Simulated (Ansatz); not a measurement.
# SnSe (model cell, started as zinc blende): following an unstable mode, part 2 of 3

Which phase does SnSe (model cell, started as zinc blende) fall into along its unstable mode, and how much energy does it gain?

Ansatz 0.2.0; DFT PBEsol, scalar-relativistic, plane waves, PAW.

So far, highest frequency on the path or at a solved wavevector (cm⁻¹): step 2 (response at finite wavevector) 137. Also lowest frequency on the path (cm⁻¹): step 2 -57.8.

The structure was built from a prototype and need not be the compound's stable phase.

## 4. The mode frozen in, largest atomic shift 0.6 Å

The atoms are moved along the unstable eigenvector, the largest shift by 0.6 Å, with the cell fixed.

Contents of input.yaml:

```yaml
crystal:
  lattice:
    - [0.0, 0.0, -6.6592634289]
    - [6.6592634289, 0.0, 0.0]
    - [3.3296317145, -6.6592634289, -3.3296317145]
  atoms:
    - { symbol: Sn, position: [0.5166883726, 0.4833116274, 0.0] }
    - { symbol: Sn, position: [-0.0166883726, 0.0166883726, 0.0] }
    - { symbol: Sn, position: [0.2666883726, 0.7666883726, 0.5] }
    - { symbol: Sn, position: [0.7333116274, 0.2333116274, 0.5] }
    - { symbol: Se, position: [0.625, 0.625, 0.25] }
    - { symbol: Se, position: [0.125, 0.125, 0.25] }
    - { symbol: Se, position: [0.3299499726, 0.8299499726, 0.8401000548] }
    - { symbol: Se, position: [0.9200500274, 0.4200500274, 0.6598999452] }
kpoints:
  mp_grid: { grid: [6, 6, 6] }
hamiltonian:
  xc: pbesol
scf:
  occupations: { method: methfessel_paxton, width: 0.15 }
output:
  forces: true
  stress: true
  eigenvalues: true
```

The run is started by

```bash
ansatz run input.yaml --threads 4 --pin off --max-ram 7168MiB --backend cpu --events-out ev --progress --plain --runs-dir out
```

Numbers of over 12 decimals in the logs are rounded to 6 here.

What it wrote:

```text
[...]
Crystal: 8 atoms, lattice volume = 295.310 Å³
Basis set: ecut = 420 eV, 5783 PW (Γ), exchange–correlation on 90×90×120 points (8 copies of the dense FFT grid, shifted against one another)
Bands: 72, of which v1, the nominal top of the filled ones, is band 60 counted from 1 (59 counted from 0)
Symmetry: 8 space group operations
[...]
k-points: 30 of 216 (time reversal used)
[...]
k-point 0: bands = [... 56 lower, 3.5152, 4.8306, 5.3044, 5.3646, 5.3646, 6.8604, 7.1176, 7.2112, ... 8 higher]
  k-point 1: bands = [... 56 lower, 3.7375, 4.7787, 5.2447, 5.2447, 5.3414, 6.5096, 6.6501, 6.8702, ... 8 higher]
  k-point 2: bands = [... 56 lower, 4.1242, 4.6484, 4.9682, 4.9682, 5.4659, 5.8392, 6.4002, 6.4417, ... 8 higher]
  k-point 29: bands = [... 56 lower, 3.8649, 3.9578, 4.4793, 4.4847, 7.0695, 7.0892, 7.2538, 7.2932, ... 8 higher]
[key lines of the parts left out:]
SCF converged after 9 iterations
Free energy (F): -45496.950447 eV
Fermi energy:    5.323026 eV
P = ⅓ Tr σ = -0.9713 GPa (-9.713 kbar)
```

Elapsed: 12 s, on 4 threads of Arm Neoverse V2, shared host; peak memory 0.95 GiB; 49 s of CPU time.

Numbers from this step:

```
pressure                         : -0.9713 GPa
energy from the undistorted cell : -21.27 meV/atom
```

The energy, extrapolated to zero smearing, is -21.27 meV/atom against the undistorted cell.

The run ends at a pressure of -0.97 GPa, with forces up to 0.21 eV/Å.

## 5. Energy along the mode, all amplitudes (two of the runs are shown above)

An imaginary frequency means negative curvature, so the energy should fall and then rise again as anharmonic terms take over.

Numbers from this step:

```yaml
depth_at_the_lowest_point_sampled: 21.27 meV/atom
largest_atomic_shift_at_that_point: 0.6 Å
```

Table of energy from the parent by largest atomic shift:

| largest atomic shift (Å) | energy from the parent (meV/atom) |
| --- | --- |
| 0.000 | 0 |
| 0.040 | -0.174 |
| 0.080 | -0.693 |
| 0.140 | -2.10 |
| 0.220 | -5.07 |
| 0.320 | -10.0 |
| 0.450 | -16.6 |
| 0.600 | -21.3 |

Displacement at unit largest shift by atom:

| atom | x (Å) | y (Å) | z (Å) | size |
| --- | --- | --- | --- | --- |
| Sn1 | -0.18 | 0.00 | -0.18 | 0.26 |
| Sn2 | 0.18 | 0.00 | 0.18 | 0.26 |
| Sn3 | 0.18 | 0.00 | -0.18 | 0.26 |
| Sn4 | -0.18 | 0.00 | 0.18 | 0.26 |
| Se5 | 0.00 | 0.00 | 0.00 | 0.00 |
| Se6 | 0.00 | 0.00 | 0.00 | 0.00 |
| Se7 | 0.00 | -1.00 | 0.00 | 1.00 |
| Se8 | 0.00 | 1.00 | 0.00 | 1.00 |

The lowest of the steps tried is the last one, at 0.6 Å, 21.3 meV/atom below the parent; the bottom of the well need not coincide with a step.

## 6. Relaxing from the distorted cell

Starting from the lowest point found, all atoms and the cell are let go, so that strain and other modes of the same symmetry can join in.

input.yaml: that of step 4 with these lines changed.

```diff
@@ -24 +24,10 @@
   eigenvalues: true
+  write_density: true
+  write_potential: true
+  elf: true
+  volumetric_format: npy
+relax:
+  adjacent_minimum: "off"
+  f_tol: 0.002
+  max_steps: 120
+  cell: { stress_tol: 0.03 }
```

What it wrote:

```text
[...]
Crystal: 8 atoms, lattice volume = 295.310 Å³
Basis set: ecut = 420 eV, 5783 PW (Γ), exchange–correlation on 90×90×120 points (8 copies of the dense FFT grid, shifted against one another)
Bands: 72, of which v1, the nominal top of the filled ones, is band 60 counted from 1 (59 counted from 0)
Symmetry: 8 space group operations
[...]
k-points: 30 of 216 (time reversal used)
[...]
SCF iter   1: F=—  HF=-45496.955735 eV  |F-HF|=—  |Δ(HF+E_count)|=         —  Δρ=1.89e-3  dr2=1.13e-2  ethr=1.77e-3  ⟨swp⟩=6.3  Hψ=7929  notcnv=0
[...]
SCF iter   9: F=-45496.950447 eV  HF=-45496.950447 eV  |F-HF|=2.55e-8  |Δ(HF+E_count)|=   4.68e-8  S|Δr|=    0.00e0  Δρ=3.57e-6  dr2=5.34e-8  ethr=8.33e-11  ⟨swp⟩=12.8  Hψ=14929  notcnv=0
SCF 1 converged in 9 iterations: F = -45496.950447 eV  dr2 = 5.34e-8
[...]
relax step   1: F+E_penalty+E_count = -45496.95044716 eV  Δ(F+E_penalty+E_count) = +0.000e0 eV  max|allowed force component| = 2.044e-1 eV/Å  Δτ_max = 0.0000 Å  P = -0.971 GPa  Ω = 295.310 Å³  (9 SCF iters, dr2 threshold 1.00e-7 eV, accepted)
Crystal: 8 atoms, lattice volume = 281.075 Å³
Basis set: ecut = 420 eV, 5487 PW (Γ), exchange–correlation on 90×90×120 points (8 copies of the dense FFT grid, shifted against one another)
[...]
SCF iter   7: F=-45497.083202 eV  HF=-45497.083202 eV  |F-HF|=1.79e-8  |Δ(HF+E_count)|=   5.12e-6  S|Δr|=    0.00e0  Δρ=1.48e-5  dr2=4.38e-7  ethr=6.67e-10  ⟨swp⟩=9.9  Hψ=17430  notcnv=0
SCF 2 converged in 7 iterations: F = -45497.083202 eV  dr2 = 4.38e-7
[...]
relax step   2: F+E_penalty+E_count = -45497.08320210 eV  Δ(F+E_penalty+E_count) = -1.328e-1 eV  max|allowed force component| = 1.405e-1 eV/Å  Δτ_max = 0.0962 Å  P = +0.088 GPa  Ω = 281.075 Å³  energy of the carried Pulay correction = +1.737e-3 eV  (7 SCF iters, dr2 threshold 8.00e-7 eV, accepted)
Crystal: 8 atoms, lattice volume = 265.635 Å³
Basis set: ecut = 420 eV, 5207 PW (Γ), exchange–correlation on 90×90×120 points (8 copies of the dense FFT grid, shifted against one another)
[...]
SCF iter   7: F=-45497.208514 eV  HF=-45497.208514 eV  |F-HF|=2.01e-8  |Δ(HF+E_count)|=   1.05e-7  S|Δr|=    0.00e0  Δρ=7.63e-6  dr2=1.29e-7  ethr=6.67e-10  ⟨swp⟩=14.1  Hψ=21282  notcnv=0
SCF 3 converged in 7 iterations: F = -45497.208514 eV  dr2 = 1.29e-7
[...]
relax step   3: F+E_penalty+E_count = -45497.20851434 eV  Δ(F+E_penalty+E_count) = -1.253e-1 eV  max|allowed force component| = 1.953e-1 eV/Å  Δτ_max = 0.1982 Å  P = +0.106 GPa  Ω = 265.635 Å³  energy of the carried Pulay correction = +3.722e-3 eV  (7 SCF iters, dr2 threshold 8.00e-7 eV, accepted)
[... from here on, the SCF cycles and remarks between the steps are left out ...]
relax step   4: F+E_penalty+E_count = -45497.41743107 eV  Δ(F+E_penalty+E_count) = -2.089e-1 eV  max|allowed force component| = 3.081e-1 eV/Å  Δτ_max = 0.0971 Å  P = +0.911 GPa  Ω = 251.853 Å³  energy of the carried Pulay correction = +5.588e-3 eV  (7 SCF iters, dr2 threshold 8.00e-7 eV, accepted)
relax step   5: F+E_penalty+E_count = -45497.62763768 eV  Δ(F+E_penalty+E_count) = -2.102e-1 eV  max|allowed force component| = 1.139e-1 eV/Å  Δτ_max = 0.1322 Å  P = +0.511 GPa  Ω = 251.328 Å³  energy of the carried Pulay correction = +5.661e-3 eV  (7 SCF iters, dr2 threshold 8.00e-7 eV, accepted)
relax step   6: F+E_penalty+E_count = -45497.71282956 eV  Δ(F+E_penalty+E_count) = -8.519e-2 eV  max|allowed force component| = 9.752e-2 eV/Å  Δτ_max = 0.0423 Å  P = +0.022 GPa  Ω = 254.421 Å³  energy of the carried Pulay correction = +5.233e-3 eV  (7 SCF iters, dr2 threshold 8.00e-7 eV, accepted)
relax step   7: F+E_penalty+E_count = -45497.71869095 eV  Δ(F+E_penalty+E_count) = -5.861e-3 eV  max|allowed force component| = 4.819e-2 eV/Å  Δτ_max = 0.0482 Å  P = +0.160 GPa  Ω = 255.355 Å³  energy of the carried Pulay correction = +5.105e-3 eV  (6 SCF iters, dr2 threshold 5.94e-7 eV, accepted)
relax step   8: F+E_penalty+E_count = -45497.72111297 eV  Δ(F+E_penalty+E_count) = -2.422e-3 eV  max|allowed force component| = 1.563e-2 eV/Å  Δτ_max = 0.0182 Å  P = -0.071 GPa  Ω = 256.839 Å³  energy of the carried Pulay correction = +4.902e-3 eV  (8 SCF iters, dr2 threshold 1.45e-7 eV, accepted)
relax step   9: F+E_penalty+E_count = -45497.72139381 eV  Δ(F+E_penalty+E_count) = -2.808e-4 eV  max|allowed force component| = 1.556e-2 eV/Å  Δτ_max = 0.0071 Å  P = +0.012 GPa  Ω = 256.321 Å³  energy of the carried Pulay correction = +4.973e-3 eV  (8 SCF iters, dr2 threshold 2.28e-8 eV, accepted)
relax step  10: F+E_penalty+E_count = -45497.72148213 eV  Δ(F+E_penalty+E_count) = -8.832e-5 eV  max|allowed force component| = 3.023e-3 eV/Å  Δτ_max = 0.0040 Å  P = +0.002 GPa  Ω = 256.269 Å³  energy of the carried Pulay correction = +4.980e-3 eV  (7 SCF iters, dr2 threshold 1.51e-8 eV, accepted)
relax step  11: F+E_penalty+E_count = -45497.72149761 eV  Δ(F+E_penalty+E_count) = -1.548e-5 eV  max|allowed force component| = 2.005e-3 eV/Å  Δτ_max = 0.0010 Å  P = -0.003 GPa  Ω = 256.191 Å³  energy of the carried Pulay correction = +4.991e-3 eV  (8 SCF iters, dr2 threshold 5.71e-10 eV, accepted)
relax step  12: F+E_penalty+E_count = -45497.72149806 eV  Δ(F+E_penalty+E_count) = -4.520e-7 eV  max|allowed force component| = 2.096e-5 eV/Å  Δτ_max = 0.0002 Å  P = +0.000 GPa  Ω = 256.196 Å³  energy of the carried Pulay correction = +4.990e-3 eV  (7 SCF iters, dr2 threshold 2.51e-10 eV, accepted)
relax step  13: F+E_penalty+E_count = -45497.73176394 eV  Δ(F+E_penalty+E_count) = -1.027e-2 eV  max|allowed force component| = 4.036e-4 eV/Å  Δτ_max = 0.0000 Å  P = +0.073 GPa  Ω = 256.196 Å³  stress off target by 2.43e-1 GPa  SCF on the basis re-selected at this cell (its energy is not comparable with the rows above)  (9 SCF iters)
relax step  14: F+E_penalty+E_count = -45497.73306219 eV  Δ(F+E_penalty+E_count) = -1.298e-3 eV  max|allowed force component| = 2.106e-3 eV/Å  Δτ_max = 0.0035 Å  P = +0.023 GPa  Ω = 256.382 Å³  energy of the carried Pulay correction = -2.658e-5 eV  (5 SCF iters, dr2 threshold 1.48e-7 eV, accepted)
relax step  15: F+E_penalty+E_count = -45497.73311964 eV  Δ(F+E_penalty+E_count) = -5.745e-5 eV  max|allowed force component| = 9.324e-4 eV/Å  Δτ_max = 0.0012 Å  P = -0.004 GPa  Ω = 256.534 Å³  energy of the carried Pulay correction = -4.940e-5 eV  (6 SCF iters, dr2 threshold 9.32e-9 eV, accepted)
[...]
SCF iter   7: F=-45497.733177 eV  HF=-45497.733177 eV  |F-HF|=1.46e-11  |Δ(HF+E_count)|=  2.18e-10  S|Δr|=    0.00e0  Δρ=4.09e-8  dr2=9.65e-12  ethr=1.00e-12  ⟨swp⟩=5.1  Hψ=9562  notcnv=0
SCF 16 converged in 7 iterations: F = -45497.733177 eV  dr2 = 9.65e-12
relax step  16: F+E_penalty+E_count = -45497.73317686 eV  Δ(F+E_penalty+E_count) = -5.722e-5 eV  max|allowed force component| = 9.184e-4 eV/Å  Δτ_max = 0.0000 Å  P = -0.004 GPa  Ω = 256.534 Å³  stress off target by 3.89e-3 GPa  SCF on the basis re-selected at this cell (its energy is not comparable with the rows above)  (7 SCF iters)
[...]
SCF converged after 7 iterations
[...]
Free energy (F): -45497.733177 eV
[...]
Internal energy: -45497.740620 eV  (E = F + TS)
E sigma→0 (E₀):  -45497.735038 eV
Entropy (-TS):   0.007443 eV (0.930 meV/atom)
Fermi energy:    6.610635 eV
[...]
--- Forces (eV/Å), atoms counted from 1 ---
  atom   1  Sn     0.00091844     0.00023907     0.00091844
  atom   2  Sn    -0.00091844     0.00023907    -0.00091844
  atom   3  Sn    -0.00091844    -0.00023907     0.00091844
  atom   4  Sn     0.00091844    -0.00023907    -0.00091844
  atom   5  Se     0.00000000     0.00000000     0.00000000
  atom   6  Se    -0.00000000     0.00000000     0.00000000
  atom   7  Se     0.00000000    -0.00039276    -0.00000000
  atom   8  Se    -0.00000000     0.00039276     0.00000000
  max |Σ_I F_I| component: 4.51e-17 eV/Å
--- Stress (GPa, compression-positive) ---
       -0.003888      -0.000000       0.000000
       -0.000000      -0.002845       0.000000
        0.000000       0.000000      -0.003888
  P = ⅓ Tr σ = -0.0035 GPa (-0.035 kbar)
--- Band table (eV; the first three rows and the last of 30) ---
  k-point 0: bands = [... 56 lower, 5.4046, 5.5916, 6.4495, 6.4495, 6.6434, 7.5277, 8.3359, 9.0177, ... 8 higher]
  k-point 1: bands = [... 56 lower, 5.3297, 5.4514, 6.3429, 6.3429, 6.8723, 7.2907, 8.2806, 8.8663, ... 8 higher]
  k-point 2: bands = [... 56 lower, 5.1629, 5.5971, 6.1494, 6.1494, 6.9634, 7.3102, 8.0583, 8.3444, ... 8 higher]
  k-point 29: bands = [... 56 lower, 5.1504, 5.4168, 6.1051, 6.2997, 8.1170, 8.6344, 8.7013, 9.1463, ... 8 higher]
--- Relaxed structure (14 steps of the walk, 14 accepted, 2 SCFs on fresh bases) ---
  F+E_penalty+E_count = -45497.73317686 eV   max|allowed force component| = 9.184e-4 eV/Å   (the final SCF, on the basis selected at the relaxed cell)
  cell:  # Å, volume = 256.5342 Å³
    - [5.572724385954407e-17, 2.134047578594069e-11, -5.684475]
    - [5.684475, 2.134051207162774e-11, -5.572724385825988e-17]
    - [2.842238, -7.938978, -2.842238]
  atoms:
    - { symbol: Sn, position: [0.538964, 0.451450, 0.00958662] }
    - { symbol: Sn, position: [-0.048550, 0.038964, 0.00958662] }
    - { symbol: Sn, position: [0.298550, 0.798550, 0.490413] }
    - { symbol: Sn, position: [0.711036, 0.211036, 0.490413] }
    - { symbol: Se, position: [0.625000, 0.625000, 0.25] }
    - { symbol: Se, position: [0.125000, 0.125, 0.250000] }
    - { symbol: Se, position: [0.322663, 0.822663, 0.854673] }
    - { symbol: Se, position: [0.927337, 0.427337, 0.645327] }
```

Run time: 4.3 min. Hardware: 4 threads; peak memory 1.1 GiB; 17 min of CPU time.

The steps of the relaxation:

| step | energy less that of the first step (eV) | largest force component (eV/Å) | pressure (GPa) | volume (Å³) |
| --- | --- | --- | --- | --- |
| 1 | 0.0000 | 0.2044 | -0.97 | 295.31 |
| 2 | -0.1328 | 0.1405 | 0.09 | 281.08 |
| 3 | -0.2581 | 0.1953 | 0.11 | 265.64 |
| 4 | -0.4670 | 0.3081 | 0.91 | 251.85 |
| 5 | -0.6772 | 0.1139 | 0.51 | 251.33 |
| 6 | -0.7624 | 0.0975 | 0.02 | 254.42 |
| 7 | -0.7682 | 0.0482 | 0.16 | 255.35 |
| 8 | -0.7707 | 0.0156 | -0.07 | 256.84 |
| 9 | -0.7709 | 0.0156 | 0.01 | 256.32 |
| 10 | -0.7710 | 0.0030 | 0.00 | 256.27 |
| 11 | -0.7711 | 0.0020 | 0.00 | 256.19 |
| 12 | -0.7711 | 0.0000 | 0.00 | 256.20 |
| 13* | -0.7813 | 0.0004 | 0.07 | 256.20 |
| 14 | -0.7826 | 0.0021 | 0.02 | 256.38 |
| 15 | -0.7827 | 0.0009 | 0.00 | 256.53 |
| 16* | -0.7827 | 0.0009 | 0.00 | 256.53 |

Relaxation steps marked * repeat the geometry before them on a plane-wave basis chosen anew for their cell, so energy and pressure can jump there.

The run keeps the 8 symmetry operations that it works with, so distortions that break them were not tested.

| cell as run | before | after | change |
| --- | --- | --- | --- |
| a (Å) | 6.659 | 5.684 | -14.6 % |
| b (Å) | 6.659 | 5.684 | -14.6 % |
| c (Å) | 8.156 | 8.899 | +9.1 % |
| α (°) | 65.91 | 71.37 | +8.3 % |
| β (°) | 65.91 | 71.37 | +8.3 % |
| volume (Å³/atom) | 36.91 | 32.07 | -13.1 % |

The atoms that moved most (Å, as changes of fractional coordinates times the final cell):

| atom | dx | dy | dz | length |
| --- | --- | --- | --- | --- |
| Sn4 | -0.154 | 0.076 | 0.154 | 0.231 |
| Sn1 | -0.154 | -0.076 | -0.154 | 0.231 |
| Sn2 | 0.154 | -0.076 | 0.154 | 0.231 |
| Sn3 | 0.154 | 0.076 | -0.154 | 0.231 |
| Se8 | 0.000 | 0.116 | 0.000 | 0.116 |
| Se7 | 0.000 | -0.116 | 0.000 | 0.116 |

Numbers from this step:

```
pressure        : -0.003540 GPa
volume per atom : 32.07 Å³
```

ELF in the ac plane of the conventional cell at fractional y = 0.000, with atoms of Se within 0.2 Å of it. It is the smooth field of the valence electrons, not physical close to the nuclei.

Ten even steps from '_' (0.01) to '@' (0.79), each cell a mean:
```
______--##@@@@##**%%@@%%++..____
....__..--++##%%%%##**==::......
##**==::....::::::::::..::--++**
%%@@@@##==::..______..::++%%@@%%
--##@@%%++::________..==##@@%%==
%%@@@@%%==..__________--**@@@@%%
##**++--..____________..::==**##
::::--------..______::------::::
==++++++++==::..__..--++++++++==
==++++======----------====++++==
::::----==**%%%%%%%%##++------::
______::**@@%%++==##@@%%==..____
____..::**%%@@##**%%@@##==..____
----==--==++##%%%%##**==--====--
==++++++====--::::::--====++++++
--==++++++==::____..--++++++++--
::::::::::::..______..::::::::::
%%%%**==::____________..--++##%%
**%%@@%%++::________..--##@@@@##
==##@@%%++::________..--##@@@@++
%%@@%%**--....____....::==##%%@@
++==--::..::--------::....::==++
______..==##%%%%%%%%%%++::______
______==%%@@@@++==##@@@@**::____
```
Columns run along a (5.7 Å), rows up along c (15.9 Å), edges of the conventional cell, whose origin can differ from the input's. Atoms in or near the plane, at fractional coordinates: Se at (0.50, 0.50), Se at (0.50, 0.00), Se at (0.00, 0.80), Se at (0.00, 0.20).

Electrostatic potential energy in the ac plane of the conventional cell at fractional y = 0.000, with atoms of Se within 0.2 Å of it. With pseudopotentials it is smooth inside the atoms' cores, unlike the true potential.

Ten even steps from '0' (-12 eV) to '9' (11 eV), each cell a mean:
```
9999850120279999
9999987546899999
8999988999899998
1258999999998731
5207999999998304
1148999999999611
7899999999999987
9988889999988889
8876678998876678
8776678888876678
9888875223688889
9999830341079999
9999840120278999
8887876546787888
8766678898876678
8876788999877778
9998999999998999
5689999999999975
2027999999999502
4117999999998403
2478999999999853
9999988888899999
9999985223789999
9999840341179999
```
Columns run along a (5.7 Å; values clipped at the 3rd and 97th percentile), rows up along c (15.9 Å), edges of the conventional cell, whose origin can differ from the input's. Atoms in or near the plane, at fractional coordinates: Se at (0.50, 0.50), Se at (0.50, 0.00), Se at (0.00, 0.80), Se at (0.00, 0.20).

(Continued in part 3 of 3.)

[Logs are printed without paths, hosts, clocks, repeated set-up lines and the standing remarks that a program may print on its own settings, such as how far it seeks lower states.]

[Hosts, paths, dates, database ids (printed as entryN), source tags and the programs' standing remarks are cut or masked in the printed files.]
